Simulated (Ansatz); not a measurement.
# Preparing SiO2 (P3_221) as a host crystal

Before any defect goes in: SiO2 (P3_221) at rest, and how it screens a charge.

Calculated with Ansatz 0.2.0; plane-wave PAW DFT, PBEsol; relaxation of the host's cell and atoms; PAW set soft_1, in the first sound run; inputs show where later runs differ.

Most raw output is cut from this account.

### Step 1. Set-up

The structure is trigonal, space group P3_221 (No. 154). Conventional cell: a = 4.917 Å, b = 4.917 Å, c = 5.432 Å, α = 90.00°, β = 90.00°, γ = 120.00°. Nearest to Si lie 4 O at 1.61 to 1.62 Å. Nearest to O lie 2 Si at 1.61 to 1.62 Å. Farther neighbours and most contacts between anions are not listed.

### Step 2. Host cell relaxation

Cell and atoms are relaxed together, until forces and stress fall under their thresholds.

The input, cell/input.yaml:

```yaml
crystal:
  lattice:
    - [4.9165578, 0.0, 0.0]
    - [-2.4582789, 4.257864, 0.0]
    - [0.0, 0.0, 5.4316253]
  atoms:
    - { symbol: Si, position: [0.0, 0.46879823, 0.33333333] }
    - { symbol: Si, position: [0.53120177, 0.53120177, 0.0] }
    - { symbol: Si, position: [0.46879823, 0.0, 0.66666667] }
    - { symbol: O, position: [0.14453836, 0.73143979, 0.5478196] }
    - { symbol: O, position: [0.58690143, 0.85546164, 0.88115293] }
    - { symbol: O, position: [0.26856021, 0.41309857, 0.21448627] }
    - { symbol: O, position: [0.41309857, 0.26856021, 0.78551373] }
    - { symbol: O, position: [0.85546164, 0.58690143, 0.11884707] }
    - { symbol: O, position: [0.73143979, 0.14453836, 0.4521804] }
basis:
  ecutwfc: 420
  xc_grid: 2
hamiltonian:
  xc: pbesol
  pseudopotentials: { kind: paw, azcp: { folder: soft_1 }, xc_functional: pbe }
kpoints:
  mp_grid: { grid: [7, 7, 5] }
scf:
  occupations: { method: fixed }
  max_iter: 100
relax:
  f_tol: 0.005
  max_steps: 60
  cell: {}
output:
  forces: true
  stress: true
checkpoint:
  write: "../cell.run"
  compress: false
  write_wavefunctions: false
  write_every: 100000
```

Launch:

```sh
> ansatz run input.yaml --threads 4 --pin off --max-ram 7536MiB --backend cpu --events-out ev --progress --plain --runs-dir out
```

The job ended after 19 s (4 threads of Arm Neoverse V1, shared host; peak memory 0.41 GiB).

Step by step:

| step | energy less that of the first step (eV) | largest force component (eV/Å) | pressure (GPa) | volume (Å³) |
| --- | --- | --- | --- | --- |
| 1 | 0.0000 | 0.1608 | 2.78 | 113.71 |
| 2 | -0.0085 | 0.0989 | 1.45 | 114.51 |
| 3 | -0.0107 | 0.0285 | -0.01 | 115.41 |
| 4 | -0.0108 | 0.0175 | -0.04 | 115.41 |
| 5 | -0.0115 | 0.0014 | 0.00 | 115.21 |
| 6 | -0.0153 | 0.0012 | 0.06 | 115.21 |
| 7 | -0.0149 | 0.0007 | 0.01 | 115.38 |
| 8* | -0.0155 | 0.0007 | 0.01 | 115.38 |

Relaxation steps marked * repeat the geometry before them on a plane-wave basis chosen anew for their cell, so energy and pressure can jump there. The log counts 2 steps on a newly chosen plane-wave basis, not all of them marked here; energy and pressure can jump at such steps.

The run keeps the 6 symmetry operations that it works with, so distortions that break them were not tested.

| conventional cell, symmetrised | before | after | change |
| --- | --- | --- | --- |
| a (Å) | 4.917 | 4.948 | +0.6 % |
| b (Å) | 4.917 | 4.948 | +0.6 % |
| c (Å) | 5.432 | 5.441 | +0.2 % |
| volume (Å³/atom) | 12.63 | 12.82 | +1.5 % |

Numbers from this step:

- pressure: 0.01008 GPa

The relaxation ends with a largest force component of 7.2e-4 eV/Å and a pressure of 0.01 GPa.

### Step 3. Dielectric tensors of the host

The response to a uniform electric field gives the electronic dielectric tensor.

This step: plane-wave PAW DFPT, PBEsol; dielectric tensors, Born charges and zone-centre modes of the host; PAW set soft_1 (Ansatz 0.2.0).

The input, eps/input.yaml:

```yaml
crystal:
  lattice:
    - [4.9482370071, 0.0, 0.0]
    - [-2.4741185036, 4.2852989521, 0.0]
    - [0.0, 0.0, 5.4412410845]
  atoms:
    - { symbol: Si, position: [0.0, 0.4702627816, 0.3333333333] }
    - { symbol: Si, position: [0.5297372184, 0.5297372184, 0.0] }
    - { symbol: Si, position: [0.4702627816, 0.0, 0.6666666667] }
    - { symbol: O, position: [0.1453576127, 0.7328651674, 0.5479809686] }
    - { symbol: O, position: [0.5875075547, 0.8546423873, 0.8813143019] }
    - { symbol: O, position: [0.2671348326, 0.4124924453, 0.2146476353] }
    - { symbol: O, position: [0.4124924453, 0.2671348326, 0.7853523647] }
    - { symbol: O, position: [0.8546423873, 0.5875075547, 0.1186856981] }
    - { symbol: O, position: [0.7328651674, 0.1453576127, 0.4520190314] }
basis:
  ecutwfc: 420
hamiltonian:
  xc: pbesol
  pseudopotentials: { kind: paw, azcp: { folder: soft_1 }, xc_functional: pbe }
kpoints:
  mp_grid: { grid: [6, 6, 5] }
scf:
  occupations: { method: fixed }
  max_iter: 100
phonons:
  method: dfpt
  dielectric: true
  rigid_motions: translations
```

Run time: 100 s. Hardware: 4 threads; peak memory 1.5 GiB.

Electronic dielectric tensor:

```
2.49 0.00 0.00
0.00 2.49 0.00
0.00 0.00 2.52
```

Static dielectric tensor:

```
4.63 0.00 0.00
0.00 4.63 0.00
0.00 0.00 4.85
```

The principal values of the electronic dielectric tensor are 2.49, 2.49 and 2.52. The principal values of the static dielectric tensor are 4.63, 4.63 and 4.85.

### Step 4. Primitive cell on a dense mesh

A dense mesh gives the host's converged energy, against which the supercell's sampling is tested.

This step: plane-wave PAW DFT, PBEsol; single point of the host's primitive cell on a dense mesh; PAW set soft_1 (Ansatz 0.2.0).

dense/input.yaml, as its differences from eps/input.yaml of step 3:

```diff
@@ -17,2 +17,3 @@
   ecutwfc: 420
+  xc_grid: 2
 hamiltonian:
@@ -21,9 +22,5 @@
 kpoints:
-  mp_grid: { grid: [6, 6, 5] }
+  mp_grid: { grid: [7, 7, 5] }
 scf:
-  occupations: { method: fixed }
-  max_iter: 100
-phonons:
-  method: dfpt
-  dielectric: true
-  rigid_motions: translations
+  occupations: { method: fermi_dirac, width: 0.01 }
+  max_iter: 80
```

Wall time 3 s (4 threads); peak memory 0.38 GiB; 11 s of CPU time.

### Step 5. Self-consistent run

This step: plane-wave PAW DFT, PBEsol; single point of the defect-free supercell, a test of its k-points; PAW set soft_1 (Ansatz 0.2.0).

System of this step: SiO2 (P3_221). The cell holds 72 atoms: 24 Si and 48 O. Cell: a = 9.896 Å, b = 9.896 Å, c = 10.882 Å, α = 90.0°, β = 90.0°, γ = 120.0°.

The input, pristine.sampling/input.yaml:

```yaml
crystal:
  lattice:
    - [9.8964740142, 0.0, 0.0]
    - [-4.9482370071, 8.5705979042, 0.0]
    - [0.0, 0.0, 10.882482169]
  atoms:
    - { symbol: Si, position: [0.0, 0.2351313908, 0.1666666666] }
    - { symbol: Si, position: [0.2648686092, 0.2648686092, 0.0] }
    - { symbol: Si, position: [0.2351313908, 0.0, 0.3333333334] }
    - { symbol: O, position: [0.0726788064, 0.3664325837, 0.2739904843] }
    - { symbol: O, position: [0.2937537774, 0.4273211936, 0.440657151] }
    - { symbol: O, position: [0.1335674163, 0.2062462226, 0.1073238176] }
    - { symbol: O, position: [0.2062462226, 0.1335674163, 0.3926761824] }
    - { symbol: O, position: [0.4273211936, 0.2937537774, 0.059342849] }
[... 60 atom lines left out ...]
    - { symbol: O, position: [0.6335674163, 0.7062462226, 0.6073238176] }
    - { symbol: O, position: [0.7062462226, 0.6335674163, 0.8926761824] }
    - { symbol: O, position: [0.9273211936, 0.7937537774, 0.559342849] }
    - { symbol: O, position: [0.8664325837, 0.5726788064, 0.7260095157] }
basis:
  ecutwfc: 420
  xc_grid: 2
hamiltonian:
  xc: pbesol
  pseudopotentials: { kind: paw, azcp: { folder: soft_1 }, xc_functional: pbe }
kpoints:
  mp_grid: { grid: [1, 1, 1], shift: [0.25, 0.25, 0.25] }
scf:
  occupations: { method: fermi_dirac, width: 0.01 }
  max_iter: 80
```

Elapsed: 10 s, on 4 threads; peak memory 1.5 GiB.

This step gave:

* energy over dense mesh: -1.53e-4 eV/atom

### Step 6. Defect free supercell relaxed from its symmetric sites

This cell, the one that will hold the defects, is built from the relaxed host. Its coarser k-points can move the atoms a little, so it is relaxed from the symmetric sites, as the reference for the test of stability.

This step: plane-wave PAW DFT, PBEsol; relaxation of the defect-free supercell from its symmetric sites; PAW set soft_1 (Ansatz 0.2.0).

pristine.symmetric/input.yaml, as its differences from pristine.sampling/input.yaml of step 5:

```diff
@@ -89 +89,12 @@
   max_iter: 80
+output:
+  forces: true
+relax:
+  f_tol: 0.01
+  max_steps: 60
+  escape_saddle: false
+checkpoint:
+  write: "../pristine.symmetric.run"
+  compress: false
+  write_wavefunctions: false
+  write_every: 100000
```

Elapsed: 18 s, on 4 threads; peak memory 1.5 GiB.

No atom moved by 0.005 Å in the relaxation.

### Step 7. Defect free supercell relaxed from displaced atoms

This step: plane-wave PAW DFT, PBEsol; relaxation of the defect-free supercell from random displacements, a test of the host's stability; PAW set soft_1 (Ansatz 0.2.0).

pristine.rattled/input.yaml, as its differences from pristine.symmetric/input.yaml of step 6:

```diff
@@ -93,6 +93,6 @@
   f_tol: 0.01
-  max_steps: 60
-  escape_saddle: false
+  max_steps: 120
+  random_displacement: { amplitude: 0.08, seed: 6618 }
 checkpoint:
-  write: "../pristine.symmetric.run"
+  write: "../pristine.rattled.run"
   compress: false
```

Elapsed: 56 s, on 4 threads; peak memory 1.5 GiB.

Relaxation path:

| step | energy less that of the first step (eV) | largest force component (eV/Å) |
| --- | --- | --- |
| 1 | 0.0000 | 7.8596 |
| 2 | -5.1587 | 4.5365 |
| 3 | -8.4866 | 0.0919 |
| 4 | -8.4951 | 0.0059 |
| 5 | -8.4951 | 0.0059 |

The atoms that moved most (Å, from the sites as typed, ahead of the random displacement, the mean shift of all atoms taken out):

| atom | dx | dy | dz | length |
| --- | --- | --- | --- | --- |
| O5 | 0.009 | -0.002 | -0.006 | 0.011 |
| O32 | -0.010 | 0.002 | 0.004 | 0.010 |
| O27 | -0.008 | 0.000 | -0.006 | 0.010 |
| O23 | 0.009 | -0.002 | -0.003 | 0.010 |
| O14 | -0.007 | 0.003 | 0.005 | 0.009 |
| O22 | 0.005 | -0.006 | 0.004 | 0.009 |
| O34 | -0.001 | 0.006 | -0.005 | 0.008 |
| O25 | 0.002 | -0.005 | 0.005 | 0.008 |

The relaxation ends 118 meV an atom lower than the displaced start, with a largest force component of 0.0059 eV/Å.

### Step 8. Outcome

```yaml
primitive_cell_vectors_lengths: 4.948, 4.948, 5.441 Å
electronic_dielectric_constant: principal values (2.49, 2.49, 2.52)
static_dielectric_constant: principal values (4.63, 4.63, 4.85)
gap_on_the_k_mesh_of_the_response_run_pbesol: 5.72 eV
supercell_relaxed_in_its_symmetry_less_the_displaced_and_relaxed_one: 0.000 eV
energy_an_atom_at_one_point_at_less_that_on_the_dense_mesh: 0.000 eV
```

What this shows: Step 7: The energy fell by 8.495 eV from the randomly displaced start; against the sites as typed, O5 ends farthest off, by 0.01 Å, once the mean shift is taken out. The displaced cell ends within 0.01 eV of the symmetric one relaxed in its symmetry, so no lower structure shows in this supercell. The k-mesh can miss the band edges, so this gap is an upper bound at this level. All at zero temperature.

[Logs are printed without paths, hosts, clocks, repeated set-up lines and the standing remarks that a program may print on its own settings, such as how far it seeks lower states.]

[Hosts, paths, dates, database ids (printed as entryN), source tags and the programs' standing remarks are cut or masked in the printed files.]

[Runs of the host that timed out are not shown.]

[For some hosts the program warned that the k-mesh of the response run may be too coarse for force constants and the static dielectric constant; such warnings are not always shown.]
